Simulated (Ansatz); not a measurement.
# Evanescent states of MgAl2O4 (Fd-3m, spinel, 14 atoms a cell, 9.4 Å³ an atom) along the normal of (001)

The numbers are results of r2SCAN (plane waves, PAW; Ansatz, a first-principles code), not measurements.

No gap correction and no spin-orbit coupling; mid-gap is the computed energy nearest the middle.

Energies count from the valence-band top; κ is the least over a 6×6 mesh across the current.

| E (eV) | κ (1/Å) | where |
|---|---|---|
| 0.14 | 0.142 | Γ |
| 0.42 | 0.228 | Γ |
| 0.70 | 0.280 | Γ |
| 0.98 | 0.318 | Γ |
| 1.26 | 0.346 | Γ |
| 1.54 | 0.368 | Γ |
| 1.82 | 0.384 | Γ |
| 2.10 | 0.395 | Γ |
| 2.38 | 0.403 | Γ |
| 2.66 | 0.407 | Γ |
| 2.94 | 0.409 | Γ |
| 3.22 | 0.407 | Γ |
| 3.50 | 0.402 | Γ |
| 3.78 | 0.394 | Γ |
| 4.06 | 0.382 | Γ |
| 4.34 | 0.367 | Γ |
| 4.62 | 0.349 | Γ |
| 4.90 | 0.325 | Γ |
| 5.18 | 0.296 | Γ |
| 5.46 | 0.259 | Γ |
| 5.74 | 0.210 | Γ |
| 6.02 | 0.135 | Γ |

Task: How thick must the barrier be to attenuate the transmission by 10^4 when the electrodes' Fermi level lies at 1.82 eV, and what attenuation does that film give at 0.42 eV?

Result: d = 4 ln 10 / (2 × 0.384) = 12.0 Å. At 0.42 eV it gives 4 × 0.228/0.384 = 2.4 decades.
